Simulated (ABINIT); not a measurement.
A run of ABINIT 10.8.3 (patched build) is set up as follows.

run.abi

```
pp_dirpath "./"
pseudos "Pb.upf"

acell 3.5002068511 3.5002068511 3.5002068511 Angstrom
rprim
     0.0000000000     0.7071067812     0.7071067812
     0.7071067812     0.0000000000     0.7071067812
     0.7071067812     0.7071067812     0.0000000000
ntypat 1
znucl 82
natom 1
typat 1
xred
     0.0000000000     0.0000000000     0.0000000000

ecut 44.0

kptopt 1
ngkpt 9 9 9
nshiftk 1
shiftk 0.0 0.0 0.0

ixc -116133

nband 15
occopt 3
tsmear 0.05 eV

nstep 100
tolvrs 1.0e-10

iomode 3
prtwf 0
prtden 0
prteig 0
prtebands 0
enunit 1
```

Potentials or basis: PseudoDojo NC SR PBEsol v0.4 stringent.

Run with:

```bash
$ abinit run.abi > log 2>&1
```

(1) Estimate the pressure.

(2) What does it give for the band gap on the k mesh?

## Answers

(1) -0.7 GPa.

(2) none (metal or under the smearing width).
